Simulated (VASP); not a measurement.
# MgO (Periclase) (Fm-3m) in VASP: a series of runs, part 2 of 2

VASP 6.6.1. Earlier steps stand in the parts before.

## Step 5: Relaxation of cell and atoms, PBE, target pressure 0.61 GPa, at which the enthalpy is minimised

This run uses another cell than the first one, of 9.52 Å³/atom, 1.016 times its volume.

INCAR reads:

```
ALGO = Normal
EDIFF = 1E-7
EDIFFG = -0.005
ENCUT = 600
GGA = PE
IBRION = 2
ISIF = 3
ISMEAR = 0
LASPH = True
LCHARG = False
LREAL = False
LWAVE = False
NELM = 80
NSW = 90
PREC = Accurate
PSTRESS = 6.1
SIGMA = 0.03
```

KPOINTS reads:

```
k-points
0
Gamma
  12 12 12
```

POSCAR reads:

```
MgO                                     
1.0
   -0.0000000000      2.1196585113      2.1196585113
    2.1196585113      0.0000000000      2.1196585113
    2.1196585113      2.1196585113     -0.0000000000
  Mg              O             
     1     1
Direct
     0.0000000000000000    0.0000000000000000    0.0000000000000000
     0.5000000000000000    0.5000000000000000    0.5000000000000000
```

Started as:

```console
$ cat potpaw_PBE.64/Mg/POTCAR potpaw_PBE.64/O/POTCAR > POTCAR
$ mpirun -np 1 vasp_std > vasp.out
```

It took 4.3 s on 1 thread of Intel Xeon 6975P-C (Granite Rapids), shared host; peak memory 0.14 GiB.

The run converged. Its results:

| Item | Value |
| --- | --- |
| Free energy | -11.9146 eV |
| Pressure after relaxing | 0.6 GPa |
| Band gap on the k mesh | 4.54 eV, direct |

Final structure:
```
CELL_PARAMETERS angstrom
0.00000 2.11966 2.11966
2.11966 0.00000 2.11966
2.11966 2.11966 0.00000
ATOMIC_POSITIONS crystal
Mg 0.00000 0.00000 0.00000
O 0.50000 0.50000 0.50000
```

Levels at points of the mesh, in eV from the valence-band top:
```
           k point  band 1  band 2  band 3  band 4  band 5  band 6  band 7  band 8
(0.00, 0.00, 0.00)  -17.16    0.00    0.00    0.00    4.54   15.69   15.69   15.69
(0.50, 0.00, 0.00)  -15.93   -4.53   -0.63   -0.63    7.78   12.39   16.11   16.11
(0.50, 0.50, 0.00)  -15.68   -4.00   -1.32   -1.32    9.10    9.76   12.89   18.68
```

Caveat: the relaxation stopped at its first step, so nothing moved; the cell is relaxed towards a set pressure, so the enthalpy falls and the energy may rise. A k mesh can miss the band edges.

## Step 6: Relaxation of cell and atoms, PBEsol, target pressure 0.61 GPa, at which the enthalpy is minimised

Changes to INCAR since step 5:

```diff
@@ -1,6 +1,6 @@
 ALGO = Normal
-EDIFF = 1E-7
-EDIFFG = -0.005
+EDIFF = 1E-6
+EDIFFG = -0.01
 ENCUT = 600
-GGA = PE
+GGA = PS
 IBRION = 2
```

KPOINTS is that of step 5.

POSCAR reads:

```
MgO
1.0
    0.0000000000      2.1085000000      2.1085000000
    2.1085000000      0.0000000000      2.1085000000
    2.1085000000      2.1085000000      0.0000000000
Mg O
1 1
Direct
    0.0000000000      0.0000000000      0.0000000000
    0.5000000000      0.5000000000      0.5000000000
```

Potentials or basis: VASP PAW PBE potentials, release 64 (Mg, O).

Started as:

```console
$ cat potpaw_PBE.64/Mg/POTCAR potpaw_PBE.64/O/POTCAR > POTCAR
$ mpirun -np 1 vasp_std > vasp.out
```

OUTCAR:

```text
EDIFF = 1E-6
   EDIFFG = -0.01
   ENCUT = 600
   GGA = PS
   IBRION = 2
   ISIF = 3
   ISMEAR = 0
   LASPH = True
   LREAL = False
   NELM = 80
   NSW = 90
   PREC = Accurate
   PSTRESS = 6.1

 ion  position               nearest neighbor table
   1  0.000  0.000  0.000-   2 2.11   2 2.11   2 2.11   2 2.11   2 2.11   2 2.11
   2  0.500  0.500  0.500-   1 2.11   1 2.11   1 2.11   1 2.11   1 2.11   1 2.11

  LATTYP: Found a face centered cubic cell.
 ALAT       =     4.2170000000

  Lattice vectors:

 A1 = (   0.0000000000,   2.1085000000,   2.1085000000)
 A2 = (   2.1085000000,   0.0000000000,   2.1085000000)
 A3 = (   2.1085000000,   2.1085000000,   0.0000000000)

Analysis of symmetry for initial positions (statically):
[... 263 lines left out ...]

 val. band max:        3.1163783888   @ k =   0.0000   0.0000   0.0000
 cond. band min:       7.8178383136   @ k =   0.0000   0.0000   0.0000
 fundamental gap:      4.7014599247
 Fermi energy:         3.3218930604

 k-point     1 :       0.0000    0.0000    0.0000
  band No.  band energies     occupation
      1     -14.1239      2.00000
      2       3.1164      2.00000
      3       3.1164      2.00000
      4       3.1164      2.00000
      5       7.8178      0.00000
      6      18.7883      0.00000
      7      18.7883      0.00000
      8      18.7883      0.00000
[... 243 lines left out ...]
 k-point    24 :      -0.4167    0.1667    0.0000
  band No.  band energies     occupation
      1     -12.7037      2.00000
      2      -1.1844      2.00000
      3       1.4978      2.00000
      4       2.3148      2.00000
      5      12.0727      0.00000
      6      15.4284      0.00000
      7      17.2634      0.00000
      8      20.0095      0.00000

 [... further k-points ...]

------------------------ aborting loop because EDIFF is reached ----------------------------------------

  FORCE on cell =-STRESS in cart. coord.  units (eV):
  Direction    XX          YY          ZZ          XY          YZ          ZX
  --------------------------------------------------------------------------------------
  -------------------------------------------------------------------------------------
  Total        0.0705736      0.0705736      0.0705736      0.0000000      0.0000000     -0.0000000
  in kB        6.0935680      6.0935680      6.0935680      0.0000000      0.0000000     -0.0000000
  external PRESSURE =      -0.0064320 kB  Pullay stress =       6.1000000 kB
[... 21 lines left out ...]
  energy  without entropy=      -12.5155515431  energy(sigma->0) =      -12.51555154

  enthalpy is  TOTEN    =       -12.4449034679 eV   P V=        0.0706480752

 reached required accuracy - stopping structural energy minimisation
```

CONTCAR:

```text
MgO
   1.00000000000000
     0.0000000000000000    2.1012788792407502    2.1012788792407502
     2.1012788792407502   -0.0000000000000000    2.1012788792407502
     2.1012788792407502    2.1012788792407502    0.0000000000000000
  Mg              O
     1     1
Direct
     0.0000000000000000    0.0000000000000000    0.0000000000000000
     0.5000000000000000    0.5000000000000000    0.5000000000000000

  0.00000000E+00  0.00000000E+00  0.00000000E+00
  0.00000000E+00  0.00000000E+00  0.00000000E+00
```

Run time: 9.9 s. Hardware: 1 thread of Intel Xeon Platinum 8488C (Sapphire Rapids), shared host; peak memory 0.15 GiB.

What came out:

| Quantity | Value |
| --- | --- |
| Free energy | -12.5156 eV |
| Relaxed volume | 9.28 Å³/atom |
| Relaxed cell | a = 2.972 Å, b = 2.972 Å, c = 2.972 Å, α = 60.00°, β = 60.00°, γ = 60.00° |
| Space group after relaxing (to 0.05 Å) | Fm-3m (No. 225) |
| Energy change on relaxing (the enthalpy is what falls) | -0.1 meV/atom |
| Ionic steps | 3 |
| Pressure after relaxing | 0.6 GPa |
| Band gap on the k mesh | 4.70 eV, direct |

Step by step:
| step | energy change (eV) | largest force (eV/Å) | pressure (GPa) | volume (Å³) |
| --- | --- | --- | --- | --- |
| 1 | 0.0000 | 0.0000 | -1.04 | 18.75 |
| 2 | 0.0001 | 0.0000 | 1.23 | 18.49 |
| 3 | -0.0003 | 0.0000 | 0.61 | 18.56 |

Final structure:
```yaml
crystal:
  lattice:
    - [0.00000, 2.10128, 2.10128]
    - [2.10128, 0.00000, 2.10128]
    - [2.10128, 2.10128, 0.00000]
  atoms:
    - { symbol: Mg, position: [0.00000, 0.00000, 0.00000] }
    - { symbol: O, position: [0.50000, 0.50000, 0.50000] }
```

Caveat: the cell is relaxed towards a set pressure, so the enthalpy falls and the energy may rise; the PAW data sets were made with another functional, which shifts forces and pressure a little.

## Step 7: Overview

| level | cell | target pressure | gap on the mesh (eV) | pressure (GPa) |
| --- | --- | --- | --- | --- |
| PBEsol | relaxed to 13.3 GPa | 13.3 GPa | 5.39 | 13.3 |
| PBE | relaxed to 0.61 GPa | 0.61 GPa | 4.54 | 0.6 |
| PBEsol | relaxed to 0.61 GPa | 0.61 GPa | 4.70 | 0.6 |

Alike in all rows: task relaxation of cell and atoms; potentials or basis VASP PAW PBE potentials, release 64 (Mg, O); no spin polarisation; k mesh 12 × 12 × 12; cutoff (eV) 600; smearing gaussian 0.03 eV.

Caveats: the cell is relaxed towards a set pressure, so the enthalpy falls and the energy may rise; the relaxation stopped at its first step, so nothing moved (some runs); the PAW data sets were made with another functional, which shifts forces and pressure a little (some runs).

Absolute energies hang on the potentials; compare differences alone.
